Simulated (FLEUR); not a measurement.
# Si (Fd-3m) in FLEUR: a series of runs, part 2 of 2

FLEUR MaX-R8.1 (later development tree). The steps go on from the part before.

**4. Equation of state, PBE, 19.36 Å³/atom (volume scaled by 0.96)**

inp.xml reads:

```xml
<?xml version="1.0" encoding="UTF-8" standalone="no"?>
<fleurInput fleurInputVersion="0.39">
   <comment>
      Si                                                                                                  
   </comment>
   <calculationSetup>
      <cutoffs Kmax="5.0" Gmax="25.0" GmaxXC="25.0" numbands="0"/>
      <scfLoop itmax="60" minDistance="0.00001" maxIterBroyd="15" imix="Anderson" alpha="0.05" precondParam="0.0" spinf="2.0" sdNocoIR="T"/>
      <coreElectrons ctail="T" frcor="F" kcrel="0" coretail_lmax="0"/>
      <xcFunctional name="pbe" relativisticCorrections="F"/>
      <magnetism jspins="1"/>
      <soc l_soc="F" theta="0.0" phi="0.0" spav="F"/>
      <expertModes spex="0" secvar="F"/>
      <geometryOptimization l_f="F" forcealpha="1.0" forcemix="BFGS" epsdisp="0.00001" epsforce="0.00001"/>
      <ldaU l_linMix="F" mixParam="0.05" spinf="1.0"/>
   </calculationSetup>
   <cell>
      <bzIntegration valenceElectrons="24.0" mode="hist" fermiSmearingEnergy="0.00183747">
         <kPointListSelection listName="default-1"/>
         <!-- k-points included here -->
         <xi:include xmlns:xi="http://www.w3.org/2001/XInclude" href="kpts.xml"> </xi:include>
      </bzIntegration>
      <!-- symmetry operations included here -->
      <xi:include xmlns:xi="http://www.w3.org/2001/XInclude" href="sym.xml"> </xi:include>
      <bulkLattice scale="0.9864848297">
         <bravaisMatrix>
            <row-1>    0.0000000000000000     5.1435532944025564     5.1435532944025564</row-1>
            <row-2>    5.1435532944025564     0.0000000000000000     5.1435532944025564</row-2>
            <row-3>    5.1435532944025564     5.1435532944025564     0.0000000000000000</row-3>
         </bravaisMatrix>
      </bulkLattice>
   </cell>
   <atomSpecies>
      <species name="Silicon (Si)" element="Si" atomicNumber="14">
         <mtSphere radius="2.0" gridPoints="681" logIncrement="0.017"/>
         <atomicCutoffs lmax="10" lnonsphr="8"/>
         <electronConfig flipSpins="F">
            <coreConfig>(1s1/2)</coreConfig>
            <valenceConfig>(2s1/2) (2p1/2) (2p3/2) (3s1/2) (3p1/2) (3p3/2)</valenceConfig>
            <stateOccupation state="(3p1/2)" spinUp="0.333333" spinDown="0.333333"/>
            <stateOccupation state="(3p3/2)" spinUp="0.666667" spinDown="0.666667"/>
         </electronConfig>
         <energyParameters s="3" p="3" d="3" f="4"/>
         <lo type="SCLO" l="0" n="2" eDeriv="0"/>
         <lo type="SCLO" l="1" n="2" eDeriv="0"/>
         <lo type="SCLO" l="2" n="3" eDeriv="2"/>
         <lo type="SCLO" l="3" n="4" eDeriv="2"/>
      </species>
   </atomSpecies>
   <atomGroups>
      <atomGroup species="Silicon (Si)">
         <relPos label="                   1">3.000/8.000 3.000/8.000 3.000/8.000</relPos>
         <relPos label="                   2">-3.000/8.000 -3.000/8.000 -3.000/8.000</relPos>
         <force calculate="T" relaxXYZ="TTT"/>
      </atomGroup>
   </atomGroups>
   <output dos="F" band="F" slice="F">
      <checks vchk="F" cdinf="F"/>
      <bandDOS minEnergy="-.5*Htr" maxEnergy="0.5*Htr" sigma="0.015" storeEVData="T"/>
      <vacuumDOS vacdos="F" integ="F" star="F" nstars="0" locx1="0.0" locy1="0.0" locx2="0.0" locy2="0.0" nstm="0" tworkf="0.0"/>
      <unfoldingBand unfoldBand="F" supercellX="1" supercellY="1" supercellZ="1"/>
      <plotting iplot="0" polar="F">
         <plot TwoD="T" vec1="  1.0  0.0  0.0" vec2="  0.0  1.0  0.0" vec3="  0.0  0.0  1.0" zero="  0.0  0.0  0.0" file="plot"/>
      </plotting>
      <chargeDensitySlicing numkpt="0" minEigenval="0.0" maxEigenval="0.0" nnne="0" pallst="F"/>
      <specialOutput eonly="F"/>
      <moessbauerParams electricFieldGradient="T" isomerShift="T" coreHyperfine="T" valenceHyperfine="T"/>
      <magneticCircularDichroism mcd="F" energyLo="-10.0" energyUp="0.0"/>
   </output>
  <!-- We include the file relax.xml here to enable relaxations (see documentation) -->
  <xi:include xmlns:xi="http://www.w3.org/2001/XInclude" href="relax.xml"> <xi:fallback/> </xi:include>
</fleurInput>
```

Started as:

```bash
$ inpgen -f crystal.txt -profile precise
$ # inp.xml edited to the form shown
$ fleur_MPI
```

Wall time 52 s (1 thread of Arm Neoverse V1, shared host); peak memory 0.12 GiB.

Results (log left out):

```yaml
Free_energy: -15784.5077 eV
Band_gap_on_the_k_mesh: 0.56 eV, indirect (least direct gap 2.57 eV)
Valence_electrons_inside_the_program's_atomic_spheres: Si 9.80 (radii Si 2.0 bohr)
```

**5. Equation of state, PBE, 20.16 Å³/atom**

Edit inp.xml of step 4 so:

```diff
@@ -24,3 +24,3 @@
       <xi:include xmlns:xi="http://www.w3.org/2001/XInclude" href="sym.xml"> </xi:include>
-      <bulkLattice scale="0.9864848297">
+      <bulkLattice scale="1.0000000000">
          <bravaisMatrix>
```

Started as:

```bash
$ inpgen -f crystal.txt -profile precise
$ # inp.xml edited to the form shown
$ fleur_MPI
```

It took 61 s on 1 thread of Arm Neoverse V1, shared host; peak memory 0.12 GiB.

The run converged. Its results:

```yaml
Free_energy: -15784.5413 eV
Band_gap_on_the_k_mesh: 0.63 eV, indirect (least direct gap 2.56 eV)
Valence_electrons_inside_the_program's_atomic_spheres: Si 9.77 (radii Si 2.0 bohr)
```

**6. Equation of state, PBE, 20.97 Å³/atom (volume scaled by 1.04)**

Edit inp.xml of step 5 so:

```diff
@@ -24,3 +24,3 @@
       <xi:include xmlns:xi="http://www.w3.org/2001/XInclude" href="sym.xml"> </xi:include>
-      <bulkLattice scale="1.0000000000">
+      <bulkLattice scale="1.0131594038">
          <bravaisMatrix>
```

Potentials or basis: all-electron, FLAPW.

Started as:

```bash
$ inpgen -f crystal.txt -profile precise
$ # inp.xml edited to the form shown
$ fleur_MPI
```

It took 63 s on 1 thread of Arm Neoverse V1, shared host; peak memory 0.12 GiB.

It converged, with:

```yaml
Free_energy: -15784.5368 eV
Band_gap_on_the_k_mesh: 0.69 eV, indirect (least direct gap 2.53 eV)
Valence_electrons_inside_the_program's_atomic_spheres: Si 9.74 (radii Si 2.0 bohr)
```

**7. Equation of state, PBE, 21.37 Å³/atom (volume scaled by 1.06)**

Edit inp.xml of step 6 so:

```diff
@@ -24,3 +24,3 @@
       <xi:include xmlns:xi="http://www.w3.org/2001/XInclude" href="sym.xml"> </xi:include>
-      <bulkLattice scale="1.0131594038">
+      <bulkLattice scale="1.0196128224">
          <bravaisMatrix>
```

Started as:

```bash
$ inpgen -f crystal.txt -profile precise
$ # inp.xml edited to the form shown
$ fleur_MPI
```

Wall time 63 s (1 thread of Arm Neoverse V1, shared host); peak memory 0.12 GiB.

It converged, with:

```
Free energy                                           : -15784.5226 eV
Band gap on the k mesh                                : 0.72 eV, indirect (least direct gap 2.45 eV)
Valence electrons inside the program's atomic spheres : Si 9.72 (radii Si 2.0 bohr)
```

**8. Equation of state, PBE**

Potentials or basis: all-electron, FLAPW.

No new run: the results of the series are fitted here.

Results:

```
Equilibrium volume                      : 20.46 Å³/atom
Bulk modulus                            : 89 GPa
Pressure derivative of the bulk modulus : 4.3 (rough: it moves with the points fitted)
```

Energy against volume, from the lowest point:
| volume (Å³/atom) | energy (meV/atom) |
| --- | --- |
| 18.955 | 33.68 |
| 19.358 | 16.80 |
| 20.165 | 0.00 |
| 20.971 | 2.26 |
| 21.375 | 9.38 |
